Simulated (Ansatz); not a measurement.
# Does disorder add resistance in series? Au(111) layers with 25 % Pt

Two lengths of the disordered region are known. What area resistance does the third give?

How it was computed: Ansatz 0.2.0, plane waves with PAW datasets at their recommended cutoffs (420 eV for most), Fermi-Dirac smearing; ballistic transmission by layer matching. The area resistance is RA = A (h/2e²)(1/T − 1/N), with T the zone-mean transmission per spin and N the lead's channels, both averaged over a few energies near the Fermi level; for magnets each spin is taken apart, with h/e², and the two conduct in parallel. Lateral cell 2x2, PBE, a fresh random draw for each length.

Results; the value marked ? is to be predicted:

```tsv
length (Å)	channels N	RA (fΩ m²)
9.42	3.190	0.388
18.8	3.210	0.628
28.3	3.210	?
```

**Estimate by hand.**

Ohm's law makes RA linear in the length: the slope is (0.628 − 0.388)/(18.8 − 9.42) = 0.0254 fΩ m² per Å, or 25 µΩ cm. Then 0.628 + 0.0254 × 9.42. Predicted: 0.867 fΩ m².

What the run gave:

1.06 fΩ m², so the prediction is 18 % too low. The three lengths together give 36 µΩ cm. Single draws scatter; these runs don't part the causes of the miss, and leave the question open.

**Limits.** The scatterers repeat sideways with the small cell. The slope is a raw one; a model of isotropic scattering puts it 1.03 times the bulk value over these lengths. Atoms sit unrelaxed on the host's lattice, and the pair may not mix at random in practice. Spin-orbit coupling is left out, which matters for Au and Pt.

[Logs are printed without paths, hosts, clocks, repeated set-up lines and the standing remarks that a program may print on its own settings, such as how far it seeks lower states.]
